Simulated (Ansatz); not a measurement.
**Sn (diamond type): how the settings move a single-point run**

Aim: see which settings change the result for Sn (diamond type), by how much, and at what cost.

Program: Ansatz 0.2.0. Level of theory: reference: DFT, PBEsol, PAW with Ansatz's default frozen-core files, scalar-relativistic. These are calculated values, not measurements.

2 further runs of the same task are left out: 2 that didn't finish.

## (1) The structure to begin with

It takes space group Fd-3m (No. 227, cubic). The conventional cell has a = 6.542 Å, b = 6.542 Å, c = 6.542 Å, α = 90.00°, β = 90.00°, γ = 90.00°. Sn (site symmetry -43m) has 4 Sn at 2.83 Å as nearest neighbours.

As a file:

```cif
data_structure
_symmetry_space_group_name_H-M 'Fd-3m:1'
_symmetry_Int_Tables_number 227
_cell_length_a 6.5421
_cell_length_b 6.5421
_cell_length_c 6.5421
_cell_angle_alpha 90.000
_cell_angle_beta 90.000
_cell_angle_gamma 90.000
_cell_volume 280.00
loop_
_atom_site_label
_atom_site_type_symbol
_atom_site_symmetry_multiplicity
_atom_site_Wyckoff_symbol
_atom_site_fract_x
_atom_site_fract_y
_atom_site_fract_z
_atom_site_occupancy
Sn1 Sn 8 b 0.00000 0.50000 0.00000 1
```

## (2) Baseline

The input, input.yaml:

```yaml
crystal:
  lattice:
    - [0.0, 3.2710663102, 3.2710663102]
    - [3.2710663102, 0.0, 3.2710663102]
    - [3.2710663102, 3.2710663102, 0.0]
  atoms:
    - { symbol: Sn, position: [-0.125, -0.125, -0.125] }
    - { symbol: Sn, position: [0.125, 0.125, 0.125] }
kpoints:
  mp_grid: { grid: [8, 8, 8] }
scf:
  occupations: { method: fermi_dirac, width: 0.05 }
hamiltonian:
  xc: pbesol
  pseudopotentials: { kind: paw }
output:
  forces: true
  stress: true
  eigenvalues: true
  efg: { contact_densities: true }
  populations: true
```

Run with:

```sh
$ ansatz run input.yaml --threads 1 --pin off --max-ram 2048MiB --backend cpu --events-out ev --progress --plain --runs-dir out
```

From the output:

```text
[...]
Basis set: ecut = 420 eV, 1363 PW (Γ), exchange–correlation on 64×64×64 points (8 copies of the dense FFT grid, shifted against one another)
[...]
k-points: 29 of 512
[...]
SCF iter   1: F=—  HF=-11899.502225 eV  |F-HF|=—  |Δ(HF+E_count)|=         —  Δρ=2.41e-3  dr2=4.43e-3  ethr=1.77e-3  ⟨swp⟩=6.1  Hψ=2783  notcnv=0
preconditioner: auto → Kerker (q_TF=auto, 2.342 Å⁻¹)  [metal: Δε(μ)=0.098 eV  Ē_g=19.921 eV  σ=0.050 eV  W_gap=0.43  n_scr=14 (ndim 8)  ℏωp=23.5 eV  f_vac=0.100  D(μ)=0.32/eV (n_scr^D=0)]
SCF iter   2: F=—  HF=-11899.499458 eV  |F-HF|=—  |Δ(HF+E_count)|=   2.77e-3  Δρ=1.47e-3  dr2=2.17e-3  ethr=1.58e-5  ⟨swp⟩=1.6  Hψ=807  notcnv=0
[...]
SCF iter   6: F=—  HF=-11899.499381 eV  |F-HF|=—  |Δ(HF+E_count)|=   8.17e-6  Δρ=1.81e-5  dr2=2.72e-7  ethr=1.98e-8  ⟨swp⟩=2.0  Hψ=639  notcnv=0
SCF iter   7: F=-11899.499381 eV  HF=-11899.499381 eV  |F-HF|=1.81e-8  |Δ(HF+E_count)|=   5.19e-7  Δρ=2.39e-6  dr2=4.54e-9  ethr=3.57e-10  ⟨swp⟩=7.1  Hψ=2603  notcnv=0
[...]
SCF converged after 7 iterations
Free energy (F): -11899.499381 eV
[...]
E sigma→0 (E₀):  -11899.497970 eV
[...]
Fermi energy:    7.292034 eV
[...]
  P = ⅓ Tr σ = -0.0229 GPa (-0.229 kbar)
[...]
```

Wall time 3.7 s (1 thread of Arm Neoverse V1, shared host); peak memory 0.37 GiB.

## (3) Changing settings: n_extra_bands 4, eigensolver.kind davidson, basis.precision f64

Edit input.yaml of step 2 so:

```diff
@@ -12,2 +12,4 @@
   occupations: { method: fermi_dirac, width: 0.05 }
+  n_extra_bands: 4
+  eigensolver: { kind: davidson }
 hamiltonian:
@@ -21 +23,3 @@
   populations: true
+basis:
+  precision: f64
```

Run with:

```sh
$ ansatz run input.yaml --threads 1 --pin off --max-ram 2048MiB --backend cpu --events-out ev --progress --plain --runs-dir out
```

The program printed:

```text
scf.n_extra_bands = 4 over 14 filled bands (N_el = 28.0): the run solves 18 bands
Sn: output.efg is read without spin–orbit coupling, which moves field gradients at and beside such atoms by some per cent and up to a factor of two; PAW files take it under magnetization.noncollinear and magnetization.spin_orbit
Engine: ansatz 0.2.0
Pseudopotentials: kind: paw
Pseudopotential: Sn, paw, valence charge 14, recommended cutoff 420 eV (normal)
Functional definition: PBEsol
  exchange = pbesol_x
  correlation = pbesol_c
Crystal: 2 atoms, lattice volume = 70.000 Å³
Basis set: ecut = 420 eV, 1363 PW (Γ), exchange–correlation on 64×64×64 points (8 copies of the dense FFT grid, shifted against one another)
Bands: 18, of which v1, the nominal top of the filled ones, is band 14 counted from 1 (13 counted from 0)
Symmetry: 48 space group operations
Space group: Fd-3m (ITA 227), of the structure as read, at distance tolerance 4.1e-5 Å
k-points: 29 of 512
Non-local potential: Sn, projectors of the file, l = 0: 2, l = 1: 2, l = 2: 2, l = 3: 2
PAW form: soft (Blöchl's): semilocal exchange-correlation on the pseudo side does not see the compensation charge
PAW frozen core: Sn, regenerated for the run's functional, and the local potential with it (the file was generated under x = pbe(κ = 0.804, μ = 0.2195149727645171), c = pbe(β = 0.06672455060314922))
PAW one-centre angular grid: Sn, 590 points (default); XC on 64 Gauss nodes
Initial density: superposition of atomic densities (neutral atoms: chi_scale 0, normalization atom), corrected by the library's trained network
Initial wavefunctions: pseudopotential atomic-orbital guess
Functional: x = pbesol(κ = 0.804, μ = 0.12345679012345678), c = pbesol(β = 0.046)
SCF iter   1: F=—  HF=-11899.500169 eV  |F-HF|=—  |Δ(HF+E_count)|=         —  Δρ=2.83e-3  dr2=5.59e-3  ethr=1.77e-3  ⟨swp⟩=8.3  Hψ=2324  notcnv=0
preconditioner: auto → Kerker (q_TF=auto, 2.342 Å⁻¹)  [metal: Δε(μ)=0.098 eV  Ē_g=19.922 eV  σ=0.050 eV  W_gap=0.43  n_scr=14 (ndim 8)  ℏωp=23.5 eV  f_vac=0.100  D(μ)=0.32/eV (n_scr^D=0)]
SCF iter   2: F=—  HF=-11899.499228 eV  |F-HF|=—  |Δ(HF+E_count)|=   9.41e-4  Δρ=1.24e-3  dr2=1.84e-3  ethr=2.00e-5  ⟨swp⟩=4.6  Hψ=1504  notcnv=0  defer=1
SCF iter   3: F=—  HF=-11899.499170 eV  |F-HF|=—  |Δ(HF+E_count)|=   5.88e-5  Δρ=5.00e-4  dr2=5.43e-4  ethr=6.55e-6  ⟨swp⟩=3.0  Hψ=995  notcnv=0
iter 4 solved again at ethr=5.58e-8 eV; its pass at ethr=1.94e-6 eV (dr2=1.56e-5 eV) is discarded
SCF iter   4: F=—  HF=-11899.499353 eV  |F-HF|=—  |Δ(HF+E_count)|=   1.83e-4  Δρ=1.51e-4  dr2=1.62e-5  ethr=5.58e-8  ⟨swp⟩=4.0  Hψ=2509  notcnv=0
SCF iter   5: F=—  HF=-11899.499375 eV  |F-HF|=—  |Δ(HF+E_count)|=   2.20e-5  Δρ=4.90e-5  dr2=2.83e-6  ethr=5.58e-8  ⟨swp⟩=3.1  Hψ=1035  notcnv=0
SCF iter   6: F=-11899.499381 eV  HF=-11899.499381 eV  |F-HF|=1.26e-7  |Δ(HF+E_count)|=   6.19e-6  Δρ=7.08e-6  dr2=2.86e-8  ethr=1.01e-8  ⟨swp⟩=4.1  Hψ=1093  notcnv=0
SCF 1 converged in 6 iterations: F = -11899.499381 eV  dr2 = 2.86e-8
  Residual-converged pass: ⟨swp⟩=4.7  Hψ=1506  notcnv=0  max |occ|·‖R‖ = 6.4e-6 eV (tolerance 6.7e-6 eV)  dr2=2.85e-8  dr2_onsite=8.63e-9  max |Δocc| = 6.7e-9
SCF converged after 6 iterations
Free energy (F): -11899.499381 eV
Harris-Foulkes:  -11899.499381 eV  (|F-HF|=1.26e-7)
Internal energy: -11899.496558 eV  (E = F + TS)
E sigma→0 (E₀):  -11899.497970 eV
Entropy (-TS):   -0.002823 eV (-1.411 meV/atom)
Fermi energy:    7.292039 eV
--- Per-component energies (eV) ---
  E_band       = -258.348632
  E_kinetic    = 374.986668
  E_local      = -2334.554447  (includes V_loc(G=0)·N_el)
  E_nonlocal   = -60.438070
  E_hartree    = 1334.123040
  E_xc         = -757.314898
  E_vxc        = -192.584225  (∫ρ·V_xc dr)
  E_paw        = -8132.958977  (= ΣΔE_a)
  E_vpaw       = -714.003538  (= ΣTr[D̂ρ^β])
  E_aug_tail   = -0.000001  (compensation charges beyond the density's cutoff)
  E_ewald      = -2323.909553
  E_core_change = 0.569680  (= ΣΔE_core)
  E_smearing   = -0.002823  (= −TS)
  E_closure    = 0.000000  (closes the sum)
  Σ components = -11899.499381   (vs F -11899.499381, Δ=0.00e0)
--- Forces (eV/Å), atoms counted from 1 ---
  atom   1  Sn     0.00000000    -0.00000000     0.00000000
  atom   2  Sn    -0.00000000     0.00000000     0.00000000
  max |Σ_I F_I| component: 9.25e-18 eV/Å
--- Stress (GPa, compression-positive) ---
       -0.023071       0.000000      -0.000000
        0.000000      -0.023071       0.000000
       -0.000000      -0.000000      -0.023071
  P = ⅓ Tr σ = -0.0231 GPa (-0.231 kbar)
--- PAW observables at the nuclei: V_zz in 10²¹ V/m², potentials from the cell's mean, atoms counted from 1 ---
  atom   1  Sn V_zz =    +0.000000   η = 0.0000   by run symmetry: forbidden
            electrostatic potential = -8170.401849 V   contact ρ = 1234589.393296 e/Å³
  atom   2  Sn V_zz =    +0.000000   η = 0.0000   by run symmetry: forbidden
            electrostatic potential = -8170.401849 V   contact ρ = 1234589.393296 e/Å³
--- Band table (eV; the first three rows and the last of 29) ---
  k-point 0: bands = ["-14.2041", "-14.2041", "-14.2041", "-14.1466", "-14.1466", "-13.8549", "-13.8549", "-13.8549", "-13.8481", "-13.8481", "-3.0962", "6.5154", "7.4603", "7.4603", "7.4603", "9.5196", "9.5196", "9.5196"]
  k-point 1: bands = ["-14.2142", "-14.2142", "-14.2005", "-14.1324", "-14.1324", "-13.8765", "-13.8765", "-13.8594", "-13.8291", "-13.8291", "-2.9488", "5.1313", "7.1857", "7.1857", "7.8751", "9.8742", "9.8742", "10.1477"]
  k-point 2: bands = ["-14.2281", "-14.2281", "-14.1916", "-14.1094", "-14.1094", "-13.8974", "-13.8974", "-13.8706", "-13.8135", "-13.8135", "-2.5232", "3.3377", "6.7314", "6.7314", "7.6337", "10.3979", "10.3979", "11.7347"]
  k-point 28: bands = ["-14.2689", "-14.2689", "-14.0701", "-14.0701", "-14.0039", "-14.0039", "-13.9627", "-13.9627", "-13.7674", "-13.7674", "-0.0222", "-0.0222", "4.4126", "4.4126", "10.6975", "10.6975", "11.3437", "11.3437"]
--- Löwdin populations: 2 sites ---
  site symbol       q [e]
     0     Sn     13.9761
     1     Sn     13.9761
  spilling = 0.001709 (of n_electrons = 28.000000)
```

It took 3.9 s on 1 thread of Arm Neoverse V1, shared host; peak memory 0.36 GiB.

With the changed solver and arithmetic precision the energy agrees within 0.5 meV/atom. Cost: 6 SCF cycles against 7.

## (4) All runs together

```
                                                               run     ending  energy change  pressure (GPa)  gap (eV)  force (eV/Å)  cycles   time
                                                         reference  converged              0             0.0      0.00          0.00       7  3.7 s
1: n_extra_bands 4, eigensolver.kind davidson, basis.precision f64  converged   0.0 meV/atom             0.0      0.00          0.00       6  3.9 s
```

Residual by cycle in the longest SCF loop of each run; runs are numbered as in the table. The quantity is the density residual dr2, in eV.

```
cycle  reference    run 1
    1    0.00443  0.00559
    2    0.00217  0.00184
    3     3.0e-4   5.4e-4
    4     2.5e-4   1.6e-5
    5     5.6e-6   2.8e-6
    6     2.7e-7   2.9e-8
    7     4.5e-9        -
```

**Reading.** Same state: the changed solver and arithmetic precision leaves the energy within 0.5 meV/atom. Cost: 6 SCF cycles against 7.
